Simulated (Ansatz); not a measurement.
Runs of Ansatz 0.2.0 on Ni. Symmetry: Fm-3m, No. 225, cubic system. The conventional cell has a = 3.475 Å, b = 3.475 Å, c = 3.475 Å, α = 90.00°, β = 90.00°, γ = 90.00°. Around Ni (site symmetry m-3m) lie 12 Ni at 2.46 Å. 

```csv
task,level,k mesh,cutoff (eV),atoms under strain,q mesh,points for each segment of the path,gap on the mesh (eV),moment (μB),V0 of scaled cells (Å³/atom),B0 (GPa)
equation of state,LDA,13 × 13 × 13,420,-,-,-,-,-,(a),256
elastic constants,PBEsol,12 × 12 × 12,420,clamped,-,-,none,0.67,-,-
phonons,PBEsol,12 × 12 × 12,420,-,4 × 4 × 4,8,none,0.67,-,-
equation of state,PBE,13 × 13 × 13,420,-,-,-,-,-,(b),200
equation of state,r2SCAN,13 × 13 × 13,500,-,-,-,-,-,10.50,213
```

Alike in all rows: potentials or basis Ansatz PAW; spin collinear, ferromagnetic start; cell as given; smearing fermi-dirac 0.05 eV.

Task: Estimate the missing entries.

Result: (a) 10.04; (b) 10.89.

Caveats: the PAW data sets come from PBE, with cores solved anew for the run's functional, which leaves a small shift of forces and pressure (some runs); elastic constants of metals need much finer meshes, so these are rough (some runs); the magnetic or orbital state may not be the lowest (some runs); the PAW data sets were made with another functional, which shifts forces and pressure a little (some runs).

A gap of «none» marks a metal or a gap under the smearing width.
